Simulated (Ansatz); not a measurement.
**GaO4: what a guessed cell relaxes into**

Aim: relax a trial structure of GaO4 and see where it ends.

Computed with Ansatz 0.2.0 (DFT PBE, scalar-relativistic, plane waves, PAW, unless a step's input says otherwise).

1 further run of the same task is left out (it didn't finish). Runs told in other sessions of the task aren't counted.

**1. The system as given**

It takes space group I4/mmm (No. 139, tetragonal). The conventional cell has a = 3.828 Å, b = 3.828 Å, c = 7.013 Å, α = 90.00°, β = 90.00°, γ = 90.00°. Around Ga (site symmetry 4/mmm) lie 6 O at 1.77 to 1.91 Å. O (site symmetry 4mm) has 1 Ga at 1.77 Å in its first shell of neighbours. O (site symmetry mmm) is surrounded by 2 Ga at 1.91 Å.

Coordinates:

```cif
data_structure
_symmetry_space_group_name_H-M 'I4/mmm'
_symmetry_Int_Tables_number 139
_cell_length_a 3.8280
_cell_length_b 3.8280
_cell_length_c 7.0133
_cell_angle_alpha 90.000
_cell_angle_beta 90.000
_cell_angle_gamma 90.000
_cell_volume 102.77
loop_
_atom_site_label
_atom_site_type_symbol
_atom_site_symmetry_multiplicity
_atom_site_Wyckoff_symbol
_atom_site_fract_x
_atom_site_fract_y
_atom_site_fract_z
_atom_site_occupancy
Ga1 Ga 2 a 0.00000 0.00000 0.00000 1
O1 O 4 e 0.50000 0.50000 0.24815 1
O2 O 4 c 0.00000 0.50000 0.00000 1
```

The cell is invented: species swapped into a database cell of PbF4 (I4/mmm, No. 139), with Ga on the Pb sites and O on the F sites. Its size is a rough estimate.

**2. Probe: one point on a coarse mesh**

input.yaml reads:

```yaml
crystal:
  lattice:
    - [-1.91401505, 1.91401505, 3.50662668]
    - [1.91401505, -1.91401505, 3.50662668]
    - [1.91401505, 1.91401505, -3.50662668]
  atoms:
    - { symbol: Ga, position: [0.0, 0.0, 0.0] }
    - { symbol: O, position: [0.74815279, 0.74815279, 0.0] }
    - { symbol: O, position: [0.5, 0.0, 0.5] }
    - { symbol: O, position: [0.0, 0.5, 0.5] }
    - { symbol: O, position: [0.25184721, 0.25184721, 0.0] }
basis:
  ecutwfc: 420
kpoints:
  mp_grid: { grid: [6, 6, 6] }
hamiltonian:
  xc: pbe
scf:
  occupations: { method: gaussian, width: 0.1 }
  lower_state_search: "off"
output:
  forces: true
  stress: true
  eigenvalues: true
```

Started as:

```
> ansatz run input.yaml --threads 1 --pin off --max-ram 2560MiB --backend cpu --events-out ev --progress --plain --runs-dir out
```

Output, shortened:

```text
[...]
SCF converged after 8 iterations
Free energy (F): -6038.938780 eV
[...]
E sigma→0 (E₀):  -6038.914639 eV
Entropy (-TS):   -0.048283 eV (-9.657 meV/atom)
Fermi energy:    4.408839 eV
[...]
--- Forces (eV/Å), atoms counted from 1 ---
  atom   1  Ga    -0.00000000     0.00000000    -0.00000000
  atom   2  O      0.00000000     0.00000000    -3.24988935
  atom   3  O      0.00000000     0.00000000    -0.00000000
  atom   4  O      0.00000000     0.00000000    -0.00000000
  atom   5  O      0.00000000     0.00000000     3.24988935
[...]
--- Stress (GPa, compression-positive) ---
        7.794140       0.000000       0.000000
        0.000000       7.794140      -0.000000
       -0.000000       0.000000      26.752785
  P = ⅓ Tr σ = 14.1137 GPa (141.137 kbar)
--- Band table (eV; the first three rows and the last of 30) ---
  k-point 0: bands = ["-14.5180", "-12.4035", "-12.2800", "-11.7743", "-7.8769", "-7.8769", "-7.7747", "-6.9224", "-6.7810", "0.0862", "0.0862", "0.2491", "1.9638", "2.5147", "2.5147", "3.2489", "3.2577", "3.2577", "4.8009", "4.9564", "4.9564", "11.7983", "17.4118", "20.2961"]
[...]
```

Run time: 2.2 s. Hardware: 1 thread of Arm Neoverse V2, shared host; peak memory 0.32 GiB.

Read-out: pressure 14.1 GPa, largest force 3.25 eV/Å, gap on this mesh none (metal). A guess like this is first relaxed loosely on the coarse mesh.

**3. Spin check on a coarse mesh**

input.yaml reads:

```yaml
crystal:
  lattice:
    - [-1.91401505, 1.91401505, 3.50662668]
    - [1.91401505, -1.91401505, 3.50662668]
    - [1.91401505, 1.91401505, -3.50662668]
  atoms:
    - { symbol: Ga, position: [0.0, 0.0, 0.0] }
    - { symbol: O, position: [0.74815279, 0.74815279, 0.0], spin: 1.0 }
    - { symbol: O, position: [0.5, 0.0, 0.5], spin: 1.0 }
    - { symbol: O, position: [0.0, 0.5, 0.5], spin: 1.0 }
    - { symbol: O, position: [0.25184721, 0.25184721, 0.0], spin: 1.0 }
basis:
  ecutwfc: 420
kpoints:
  mp_grid: { grid: [6, 6, 6] }
hamiltonian:
  xc: pbe
scf:
  occupations: { method: gaussian, width: 0.1 }
  lower_state_search: "off"
output:
  forces: true
  stress: true
  eigenvalues: true
  populations: true
magnetization:
  spin_polarized: true
```

Started as:

```
> ansatz run input.yaml --threads 1 --pin off --max-ram 2560MiB --backend cpu --events-out ev --progress --plain --runs-dir out
```

Output, shortened:

```text
[...]
SCF converged after 16 iterations
Magnetization: 5.0000 μB (21.0000 up, 16.0000 down)
Absolute magnetization: 5.0911 μB (∫|ρ↑−ρ↓|, with the PAW one-centre terms)
Spin contamination: 0.0192 ħ² per cell (⟨S²⟩ above its minimum at these occupations)
Per-site moments (μB) at R_I (Å): [(0.032815065605013315, 0.7285856703423892), (1.1321154375861233, 0.7285856703423892), (1.0178043704520914, 0.789531208125), (1.0178043704520914, 0.789531208125), (1.132115437586123, 0.7285856703423892)]
Free energy (F): -6040.220216 eV
[...]
E sigma→0 (E₀):  -6040.212702 eV
Entropy (-TS):   -0.015028 eV (-3.006 meV/atom)
Fermi energy:    4.962619 eV
[...]
--- Forces (eV/Å), atoms counted from 1 ---
  atom   1  Ga    -0.00000000     0.00000000     0.00000000
  atom   2  O      0.00000000     0.00000000    -3.37363054
  atom   3  O      0.00000000     0.00000000     0.00000000
  atom   4  O      0.00000000     0.00000000    -0.00000000
  atom   5  O      0.00000000     0.00000000     3.37363054
[...]
--- Stress (GPa, compression-positive) ---
       15.335437       0.000000      -0.000000
        0.000000      15.335437       0.000000
        0.000000      -0.000000      36.000222
  P = ⅓ Tr σ = 22.2237 GPa (222.237 kbar)
--- Band table (eV; the first three rows and the last of 60) ---
  k-point 0 ↑: bands = ["-15.1823", "-13.0255", "-12.9180", "-12.6463", "-7.5952", "-7.5952", "-7.4957", "-6.9000", "-6.6617", "-0.2992", "-0.2230", "-0.2230", "1.5900", "1.5900", "1.5931", "2.3271", "2.3420", "2.3420", "3.9448", "3.9615", "3.9615", "11.6051", "17.1717", "20.2284", [...]
--- Löwdin populations: 5 sites ---
  site symbol       q [e]    m [muB]
     0     Ga     11.9819    -0.0938
     1      O      6.1963     1.3727
     2      O      6.2495     1.1807
     3      O      6.2495     1.1807
     4      O      6.1963     1.3727
  spilling = 0.003422 (of n_electrons = 37.000000)
```

It took 6.5 s on 1 thread of Arm Neoverse V2, shared host; peak memory 0.35 GiB.

By site:

```csv
atom,moment in the atom's sphere (μB),Löwdin electrons
Ga1,0.03,11.98
O2,1.13,6.20
O3,1.02,6.25
O4,1.02,6.25
O5,1.13,6.20
```

The same cell is solved with trial moments on O. The largest site moment that stays is 1.13 μB and the cell's total 5.00 μB. The workflow keeps spin only above 0.25 μB on a site, so spin is kept from here on.

**4. Rough relaxation on the coarse mesh**

input.yaml: that of step 3 with these lines changed.

```diff
@@ -27 +27,6 @@
   spin_polarized: true
+relax:
+  adjacent_minimum: "off"
+  f_tol: 0.04
+  max_steps: 70
+  cell: { stress_tol: 0.4 }
```

Started as:

```
> ansatz run input.yaml --threads 1 --pin off --max-ram 2560MiB --backend cpu --events-out ev --progress --plain --runs-dir out
```

Output:

```text
Warning: RAYON_NUM_THREADS=1 ignored (pool sized by the plan → 1); use --threads N
Engine: ansatz 0.2.0, aarch64-unknown-linux-gnu
Pseudopotentials: kind: paw
Pseudopotential: Ga, paw, valence charge 13, recommended cutoff 420 eV (normal), Ga.paw.azcp
Pseudopotential: O, paw, valence charge 6, recommended cutoff 420 eV (normal), O.paw.azcp
Functional definition: PBE
  parameter kappa = 0.804
  parameter beta = 0.06672455060314922
  exchange = pbe_x(kappa = kappa, mu = beta*pi^2/3)
  correlation = pbe_c(beta = beta)
Crystal: 5 atoms, lattice volume = 51.385 Å³
Basis set: ecut = 420 eV, 1007 PW (Γ), exchange–correlation on 60×60×60 points (8 copies of the dense FFT grid, shifted against one another)
Bands: 26, of which v1, the nominal top of the filled ones, is band 19 counted from 1 (18 counted from 0)
Symmetry: 16 space group operations
Space group: I4/mmm (ITA 139), of the structure as read, at distance tolerance 3.7e-5 Å
Magnetic group: BNS 139.531 (UNI 1191), of the structure as read, at distance tolerance 3.7e-5 Å
k-points: 30 of 216
Non-local potential: Ga, projectors of the file, l = 0: 2, l = 1: 2, l = 2: 3, l = 3: 1
Non-local potential: O, projectors of the file, l = 0: 2, l = 1: 2, l = 2: 1
PAW form: soft (Blöchl's): semilocal exchange-correlation on the pseudo side does not see the compensation charge
PAW one-centre angular grid: Ga, 590 points (default); XC on 64 Gauss nodes
PAW one-centre angular grid: O, 110 points (default); XC on 64 Gauss nodes
Initial density: superposition of atomic densities (chi_scale 0.1, normalization cell, long waves kept (reshape's long-wave potential 0.01 eV rms))
Starting moments: Σ|m| = 4 μB on 4 of 5 sites
Initial wavefunctions: pseudopotential atomic-orbital guess
Functional: x = pbe(κ = 0.804, μ = 0.2195149727645171), c = pbe(β = 0.06672455060314922)
SCF iter   1: F=—  HF=-6040.136925 eV  |F-HF|=—  |Δ(HF+E_count)|=         —  Δρ=6.90e-2 (↑5.20e-2 ↓6.90e-2)  dr2=2.12e0  dr2_m=1.09e0  M=4.974 μB ∫|m|=5.008 μB  β_m=1.00  ethr=3.10e-3  ⟨swp⟩=5.1  Hψ=6035  notcnv=0
preconditioner: auto → Kerker (q_TF=auto, 2.583 Å⁻¹)  [metal: Δε(μ)=0.006 eV  Ē_g=17.995 eV  σ=0.100 eV  W_gap=0.03  n_scr=14 (ndim 8)  ℏωp=31.5 eV  f_vac=0.000  D(μ)=3.79/eV (n_scr^D=36)]
spin=Collinear: Kerker preconditioning applied to the charge; magnetization (m = ρ↑ − ρ↓) channel mixes plain (no charge-response kernel on spin).
SCF iter   2: F=—  HF=-6040.080696 eV  |F-HF|=—  |Δ(HF+E_count)|=   5.62e-2  Δρ=2.99e-2 (↑2.59e-2 ↓2.99e-2)  dr2=6.85e-1  dr2_m=6.86e-2  M=5.000 μB ∫|m|=5.068 μB  β_m=0.30  ethr=3.10e-3  ⟨swp⟩=3.0  Hψ=3402  notcnv=0  defer=157
SCF iter   3: F=—  HF=-6040.127766 eV  |F-HF|=—  |Δ(HF+E_count)|=   4.71e-2  Δρ=2.23e-2 (↑1.50e-2 ↓2.23e-2)  dr2=2.55e-1  dr2_m=7.44e-2  M=5.000 μB ∫|m|=5.070 μB  β_m=0.30  ethr=1.85e-3  ⟨swp⟩=2.0  Hψ=1731  notcnv=0  defer=157
SCF iter   4: F=—  HF=-6040.143598 eV  |F-HF|=—  |Δ(HF+E_count)|=   1.58e-2  Δρ=1.09e-2 (↑1.09e-2 ↓8.98e-3)  dr2=2.01e-1  dr2_m=1.07e-2  M=5.000 μB ∫|m|=5.071 μB  β_m=1.00  ethr=6.89e-4  ⟨swp⟩=2.7  Hψ=2720  notcnv=0  defer=157
SCF iter   5: F=—  HF=-6040.155193 eV  |F-HF|=—  |Δ(HF+E_count)|=   1.16e-2  Δρ=8.60e-3 (↑7.17e-3 ↓8.60e-3)  dr2=1.82e-2  dr2_m=2.39e-2  M=5.000 μB ∫|m|=5.079 μB  β_m=0.30  ethr=5.44e-4  ⟨swp⟩=2.0  Hψ=1982  notcnv=0  defer=156
SCF iter   6: F=—  HF=-6040.191243 eV  |F-HF|=—  |Δ(HF+E_count)|=   3.61e-2  Δρ=6.40e-3 (↑5.52e-3 ↓6.40e-3)  dr2=3.49e-3  dr2_m=1.52e-2  M=5.000 μB ∫|m|=5.080 μB  β_m=0.30  ethr=4.92e-5  ⟨swp⟩=2.0  Hψ=2783  notcnv=0  defer=156
SCF iter   7: F=—  HF=-6040.204468 eV  |F-HF|=—  |Δ(HF+E_count)|=   1.32e-2  Δρ=6.47e-3 (↑3.82e-3 ↓6.47e-3)  dr2=7.17e-3  dr2_m=1.17e-2  M=5.000 μB ∫|m|=5.082 μB  β_m=0.30  ethr=9.43e-6  ⟨swp⟩=2.1  Hψ=2288  notcnv=0  defer=156
SCF iter   8: F=—  HF=-6040.211521 eV  |F-HF|=—  |Δ(HF+E_count)|=   7.05e-3  Δρ=3.79e-3 (↑2.89e-3 ↓3.79e-3)  dr2=1.22e-3  dr2_m=4.97e-3  M=5.000 μB ∫|m|=5.083 μB  β_m=0.30  ethr=9.43e-6  ⟨swp⟩=2.0  Hψ=2242  notcnv=0  defer=156
SCF iter   9: F=—  HF=-6040.215711 eV  |F-HF|=—  |Δ(HF+E_count)|=   4.19e-3  Δρ=2.36e-3 (↑2.36e-3 ↓1.88e-3)  dr2=2.62e-4  dr2_m=2.03e-3  M=5.000 μB ∫|m|=5.084 μB  β_m=0.30  ethr=3.28e-6  ⟨swp⟩=2.5  Hψ=2510  notcnv=0  defer=156
Mixer restart at iter 9: flushing history
spin-set hold released at iteration 9 (site moments contracting): the magnetisation degrees of freedom join the quasi-Newton model from the next iteration; the mixer history was flushed
SCF iter  10: F=—  HF=-6040.217733 eV  |F-HF|=—  |Δ(HF+E_count)|=   2.02e-3  Δρ=2.57e-3 (↑1.67e-3 ↓2.57e-3)  dr2=7.79e-4  dr2_m=2.08e-3  M=5.000 μB ∫|m|=5.085 μB  β_m=0.65  ethr=7.08e-7  ⟨swp⟩=2.0  Hψ=2102  notcnv=0  defer=156
SCF iter  11: F=—  HF=-6040.219684 eV  |F-HF|=—  |Δ(HF+E_count)|=   1.95e-3  Δρ=1.17e-3 (↑9.38e-4 ↓1.17e-3)  dr2=1.81e-4  dr2_m=4.71e-4  M=5.000 μB ∫|m|=5.087 μB  β_m=0.82  ethr=7.08e-7  ⟨swp⟩=2.0  Hψ=2530  notcnv=0  defer=156
SCF iter  12: F=—  HF=-6040.220178 eV  |F-HF|=—  |Δ(HF+E_count)|=   4.94e-4  Δρ=6.12e-4 (↑1.01e-4 ↓6.12e-4)  dr2=2.94e-4  dr2_m=3.87e-5  M=5.000 μB ∫|m|=5.088 μB  β_m=0.91  ethr=4.88e-7  ⟨swp⟩=2.0  Hψ=2572  notcnv=0  defer=157
SCF iter  13: F=—  HF=-6040.220165 eV  |F-HF|=—  |Δ(HF+E_count)|=   1.31e-5  Δρ=1.03e-4 (↑4.58e-5 ↓1.03e-4)  dr2=3.80e-6  dr2_m=1.33e-6  M=5.000 μB ∫|m|=5.088 μB  β_m=0.96  ethr=4.88e-7  ⟨swp⟩=1.6  Hψ=1656  notcnv=0  defer=157
SCF iter  14: F=—  HF=-6040.220216 eV  |F-HF|=—  |Δ(HF+E_count)|=   5.07e-5  Δρ=6.03e-5 (↑1.89e-5 ↓6.03e-5)  dr2=2.21e-6  dr2_m=3.60e-7  M=5.000 μB ∫|m|=5.088 μB  β_m=0.91  ethr=1.03e-8  ⟨swp⟩=2.0  Hψ=2526  notcnv=0  defer=157
SCF iter  15: F=—  HF=-6040.220216 eV  |F-HF|=—  |Δ(HF+E_count)|=   3.03e-7  Δρ=1.46e-5 (↑1.01e-5 ↓1.46e-5)  dr2=2.62e-7  dr2_m=1.04e-8  M=5.000 μB ∫|m|=5.088 μB  β_m=0.75  ethr=5.97e-9  ⟨swp⟩=2.2  Hψ=2336  notcnv=0  defer=157
iter 16 did not close the SCF: its close was put off until two iterations running show no level that it waits for move by more than its bar (scf_convergence_deferred on its scf_iter line)
SCF iter  16: F=-6040.220216 eV  HF=-6040.220216 eV  |F-HF|=2.80e-9  |Δ(HF+E_count)|=   1.74e-7  Δρ=5.38e-6 (↑3.39e-6 ↓5.38e-6)  dr2=3.05e-8  dr2_m=3.28e-9  M=5.000 μB ∫|m|=5.088 μB  β_m=0.87  ethr=2.70e-10  ⟨swp⟩=8.9  Hψ=7076  notcnv=0
iter 17 did not close the SCF: its close was put off until two iterations running show no level that it waits for move by more than its bar (scf_convergence_deferred on its scf_iter line)
SCF iter  17: F=-6040.220216 eV  HF=-6040.220216 eV  |F-HF|=1.73e-9  |Δ(HF+E_count)|=   6.32e-9  Δρ=1.68e-6 (↑1.30e-6 ↓1.68e-6)  dr2=5.22e-9  dr2_m=2.64e-10  M=5.000 μB ∫|m|=5.088 μB  β_m=0.94  ethr=8.24e-11  ⟨swp⟩=1.2  Hψ=4492  notcnv=0
SCF iter  18: F=-6040.220216 eV  HF=-6040.220216 eV  |F-HF|=3.78e-10  |Δ(HF+E_count)|=   2.46e-9  Δρ=8.65e-7 (↑3.60e-7 ↓8.65e-7)  dr2=4.19e-10  dr2_m=8.49e-11  M=5.000 μB ∫|m|=5.088 μB  ethr=1.41e-11  ⟨swp⟩=1.0  Hψ=4088  notcnv=0
SCF 1 converged in 18 iterations: F = -6040.220216 eV  dr2 = 4.19e-10
relax step   1: F+E_penalty+E_count = -6040.22021559 eV  Δ(F+E_penalty+E_count) = +0.000e0 eV  max|allowed force component| = 3.374e0 eV/Å  Δτ_max = 0.0000 Å  P = +22.224 GPa  Ω = 51.385 Å³  (18 SCF iters, dr2 threshold 1.00e-7 eV, accepted)
[... from here on, the SCF cycles and remarks between the steps are left out ...]
relax step   2: F+E_penalty+E_count = -6040.69113968 eV  Δ(F+E_penalty+E_count) = -4.709e-1 eV  max|allowed force component| = 1.933e0 eV/Å  Δτ_max = 0.0662 Å  P = +10.264 GPa  Ω = 53.485 Å³  energy of the carried Pulay correction = -1.316e-2 eV  (8 SCF iters, dr2 threshold 5.00e-7 eV, accepted)
relax step   3: F+E_penalty+E_count = -6040.93734780 eV  Δ(F+E_penalty+E_count) = -2.462e-1 eV  max|allowed force component| = 5.245e-1 eV/Å  Δτ_max = 0.1311 Å  P = +2.195 GPa  Ω = 53.851 Å³  energy of the carried Pulay correction = -1.540e-2 eV  (8 SCF iters, dr2 threshold 5.00e-7 eV, accepted)
relax step   4: F+E_penalty+E_count = -6040.96381537 eV  Δ(F+E_penalty+E_count) = -2.647e-2 eV  max|allowed force component| = 2.641e-2 eV/Å  Δτ_max = 0.0347 Å  P = -0.085 GPa  Ω = 54.137 Å³  energy of the carried Pulay correction = -1.715e-2 eV  (8 SCF iters, dr2 threshold 5.00e-7 eV, accepted)
relax step   5: F+E_penalty+E_count = -6040.96533445 eV  Δ(F+E_penalty+E_count) = -1.519e-3 eV  max|allowed force component| = 3.890e-3 eV/Å  Δτ_max = 0.0059 Å  P = -0.214 GPa  Ω = 54.273 Å³  energy of the carried Pulay correction = -1.797e-2 eV  (6 SCF iters, dr2 threshold 5.00e-7 eV, accepted)
relax step   6: F+E_penalty+E_count = -6040.96603676 eV  Δ(F+E_penalty+E_count) = -7.023e-4 eV  max|allowed force component| = 9.772e-5 eV/Å  Δτ_max = 0.0021 Å  P = -0.012 GPa  Ω = 54.219 Å³  energy of the carried Pulay correction = -1.765e-2 eV  (6 SCF iters, dr2 threshold 4.15e-7 eV, accepted)
relax step   7: F+E_penalty+E_count = -6040.99202549 eV  Δ(F+E_penalty+E_count) = -2.599e-2 eV  max|allowed force component| = 1.712e-3 eV/Å  Δτ_max = 0.0000 Å  P = +0.729 GPa  Ω = 54.219 Å³  stress off target by 9.36e-1 GPa  SCF on the basis re-selected at this cell (its energy is not comparable with the rows above)  (7 SCF iters)
relax step   8: F+E_penalty+E_count = -6040.99113309 eV  Δ(F+E_penalty+E_count) = +8.924e-4 eV  max|allowed force component| = 3.050e-3 eV/Å  Δτ_max = 0.0024 Å  P = +0.093 GPa  Ω = 54.557 Å³  energy of the carried Pulay correction = -2.057e-3 eV  (6 SCF iters, dr2 threshold 5.00e-7 eV, accepted)
relax step   9: F+E_penalty+E_count = -6040.99289845 eV  Δ(F+E_penalty+E_count) = -1.765e-3 eV  max|allowed force component| = 2.998e-3 eV/Å  Δτ_max = 0.0000 Å  P = +0.116 GPa  Ω = 54.557 Å³  stress off target by 1.50e-1 GPa  SCF on the basis re-selected at this cell (its energy is not comparable with the rows above)  (6 SCF iters)
basis re-selected at this cell: Δ(F+E_penalty+E_count) = -1.765e-3 eV, ΔP = +0.024 GPa vs the last step (what re-selecting the basis moved, of the pressure what is left beyond the Pulay correction that the steps carried, after the strain that the cell walked since its last selection, with what the two solves' SCF thresholds leave and, on support functions, any second-order correction that the steps lacked; it is no measure of the basis error at this ecutwfc). This SCF's stress stands 1.50e-1 GPa from its target on what of the cell is left free (relax.cell.stress_tol is 4.00e-1 GPa) and its largest allowed force component is 3.00e-3 eV/Å (relax.f_tol is 4.00e-2 eV/Å): within both
SCF converged after 6 iterations
Magnetization: 5.0000 μB (21.0000 up, 16.0000 down)
Absolute magnetization: 5.1044 μB (∫|ρ↑−ρ↓|, with the PAW one-centre terms)
Spin contamination: 0.0219 ħ² per cell (⟨S²⟩ above its minimum at these occupations)
Per-site moments (μB) at R_I (Å): [(-0.003814933577964267, 0.8146960978237001), (1.262744480640524, 0.8146960978237001), (0.9950933904518912, 0.8161717647938637), (0.9950933904518909, 0.8161717647938637), (1.2627444806405237, 0.8146960978237002)]
Free energy (F): -6040.992898 eV
Harris-Foulkes:  -6040.992898 eV  (|F-HF|=4.77e-9)
Internal energy: -6040.980609 eV  (E = F + TS)
E sigma→0 (E₀):  -6040.986754 eV
Entropy (-TS):   -0.012290 eV (-2.458 meV/atom)
Fermi energy:    4.391457 eV
--- Per-component energies (eV) ---
  E_band       = -148.656404
  E_kinetic    = 792.628635
  E_local      = -3232.524224  (includes V_loc(G=0)·N_el)
  E_nonlocal   = 630.786227
  E_hartree    = 1324.650314
  E_xc         = -353.187235
  E_vxc        = -420.214178  (∫ρ·V_xc dr)
  E_paw        = -2628.565254  (= ΣΔE_a)
  E_vpaw       = -568.644064  (= ΣTr[D̂ρ^β])
  E_aug_tail   = 0.009045  (compensation charges beyond the density's cutoff)
  E_ewald      = -2574.778117
  E_smearing   = -0.012290  (= −TS)
  E_closure    = 0.000000  (closes the sum)
  Σ components = -6040.992898   (vs F -6040.992898, Δ=0.00e0)
--- Forces (eV/Å), atoms counted from 1 ---
  atom   1  Ga    -0.00000000     0.00000000    -0.00000000
  atom   2  O      0.00000000     0.00000000    -0.00299788
  atom   3  O      0.00000000     0.00000000     0.00000000
  atom   4  O      0.00000000     0.00000000    -0.00000000
  atom   5  O      0.00000000    -0.00000000     0.00299788
  max |Σ_I F_I| component: 3.47e-18 eV/Å
--- Stress (GPa, compression-positive) ---
        0.150007      -0.000000       0.000000
       -0.000000       0.150007      -0.000000
        0.000000       0.000000       0.049418
  P = ⅓ Tr σ = 0.1165 GPa (1.165 kbar)
--- Band table (eV; the first three rows and the last of 60) ---
  k-point 0 ↑: bands = ["-15.1215", "-13.3055", "-12.8518", "-12.8214", "-8.4037", "-8.4037", "-8.3786", "-7.9706", "-7.7110", "-0.2950", "-0.2950", "-0.2207", "1.0184", "1.2121", "1.2121", "1.4813", "1.4813", "1.9311", "3.5730", "3.5730", "3.6019", "8.6097", "16.1976", "18.1992", "18.6248", "18.6248"]
[... 3 lines left out ...]
--- Relaxed structure (7 steps of the walk, 7 accepted, 2 SCFs on fresh bases) ---
  F+E_penalty+E_count = -6040.99289845 eV   max|allowed force component| = 2.998e-3 eV/Å   (the final SCF, on the basis selected at the relaxed cell)
  cell:  # Å, volume = 54.5575 Å³
    - [-1.9785982176820938, 1.9785982176820938, 3.4840078842354916]
    - [1.9785982176820938, -1.9785982176820938, 3.4840078842354916]
    - [1.9785982176820938, 1.9785982176820938, -3.4840078842354916]
  atoms:
    - { symbol: Ga, position: [1.6572404692142201e-18, 1.6572404692142201e-18, -7.672466225358403e-35] }
    - { symbol: O, position: [0.71655907379751, 0.71655907379751, -1.0472226642796687e-34] }
    - { symbol: O, position: [0.5, 1.6572404692142205e-18, 0.5] }
    - { symbol: O, position: [1.6572404692142201e-18, 0.5, 0.5] }
    - { symbol: O, position: [0.28344092620248995, 0.28344092620248995, -1.034796166860107e-34] }
--- Löwdin populations: 5 sites ---
  site symbol       q [e]    m [muB]
     0     Ga     12.0109    -0.1173
     1      O      6.1755     1.4382
     2      O      6.2667     1.1281
     3      O      6.2667     1.1281
     4      O      6.1755     1.4382
  spilling = 0.002831 (of n_electrons = 37.000000)
```

Run time: 40 s. Hardware: 1 thread of Arm Neoverse V2, shared host; peak memory 0.36 GiB.

Relaxation path:

```csv
step,energy from step 1 (eV/cell),largest force component (eV/Å),pressure (GPa),volume (Å³)
1,0.0000,3.3736,22.22,51.39
2,-0.4709,1.9326,10.26,53.48
3,-0.7171,0.5245,2.19,53.85
4,-0.7436,0.0264,-0.09,54.14
5,-0.7451,0.0039,-0.21,54.27
6,-0.7458,0.0001,-0.01,54.22
7,-0.7718,0.0017,0.73,54.22
8,-0.7709,0.0031,0.09,54.56
9,-0.7727,0.0030,0.12,54.56
```

Step 1 is the start. Steps 7, 9 each repeat the geometry before them on a plane-wave basis chosen anew, so the energy can jump there without any move.

Lengths and angles in the start's conventional setting:

|  | before | after | change |
| --- | --- | --- | --- |
| a (Å) | 3.828 | 3.957 | +3.4 % |
| b (Å) | 3.828 | 3.957 | +3.4 % |
| c (Å) | 7.013 | 6.968 | -0.6 % |
| volume (Å³/atom) | 10.28 | 10.91 | +6.2 % |
| shortest distance (Å) | 1.766 | 1.975 | +11.8 % |
| space group (0.01 Å) | I4/mmm | I4/mmm | same |

Forces and stress were held to the start's 16 operations: a distortion of lower symmetry was not tested.

By site:

```csv
atom,moment in the atom's sphere (μB),Löwdin electrons
Ga1,0.00,12.01
O2,1.26,6.18
O3,1.00,6.27
O4,1.00,6.27
O5,1.26,6.18
```

(Part 1 of 2 ends here.)
